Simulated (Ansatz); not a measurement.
KNbO3, space group Pm-3m, a convergence test of the k-point mesh

Program: Ansatz 0.2.0 through its Python package.

`knbo3.xyz`
```text
5
Lattice="4.02918278 0.0 0.0 0.0 4.02918278 0.0 0.0 0.0 4.02918278" Properties=species:S:1:pos:R:3 pbc="T T T"
K     0.00000000    0.00000000    0.00000000
Nb    2.01459139    2.01459139    2.01459139
O     0.00000000    2.01459139    2.01459139
O     2.01459139    0.00000000    2.01459139
O     2.01459139    2.01459139    0.00000000
```

The cells in order, each with its output:

In [1]:
```python
import ansatz as az
import pandas as pd

SMEARING = "fixed"
ECUT = 510
```

In [2]:
```python
cell = az.Crystal.from_extxyz("knbo3.xyz")

setup = cell.calculation().occupations(SMEARING).basis(ECUT).functional(az.Functional.PBE)
```

In [3]:
```python
rows = []
for value in [(2, 2, 2), (4, 4, 4), (6, 6, 6), (8, 8, 8)]:
    r = setup.kpoints(*value).run(threads=1).report
    rows.append((value, r["free_energy_ev"] / len(r["lattice"]["sites"]), r["n_iterations"], r["n_kpoints"]))
```

In [4]:
```python
table = pd.DataFrame(rows, columns=["mesh", "F/atom (eV)", "iterations", "k-points"])
table.round(5)
```
Out [4]:
```text
        mesh  F/atom (eV)  iterations  k-points
0  (2, 2, 2)  -1559.30105           7         4
1  (4, 4, 4)  -1559.50252           6        10
2  (6, 6, 6)  -1559.50819           6        20
3  (8, 8, 8)  -1559.50847           6        35
```

In [5]:
```python
# the last row is the reference
for row in rows[:-1]:
    shift = 1000 * (row[1] - rows[-1][1])
    print(f"{row[0]}: {shift:+.2f} meV/atom" + ("  (within 2 meV)" if abs(shift) < 2 else ""))
```
```text
(2, 2, 2): +207.42 meV/atom
(4, 4, 4): +5.95 meV/atom
(6, 6, 6): +0.28 meV/atom  (within 2 meV)
```

From 6×6×6 on it stays within 2 meV an atom of the value at 8×8×8; the first row (2×2×2) is off by 207.4 meV and the last but one by 0.28 meV. That rests on few rows after larger swings, so the series isn't shown to be converged.

What to keep in mind:
- Spin is left out of this run.
- This is a high-temperature or high-pressure form, not the ambient phase.
- The structure comes from a database of computed cells and needn't be a stable or known phase.
- Shifts are counted from the finest mesh, which is itself no proven limit.
- Run time: 6.9 s on 1 thread of Arm Neoverse V1 (shared host), peak memory 0.45 GiB.
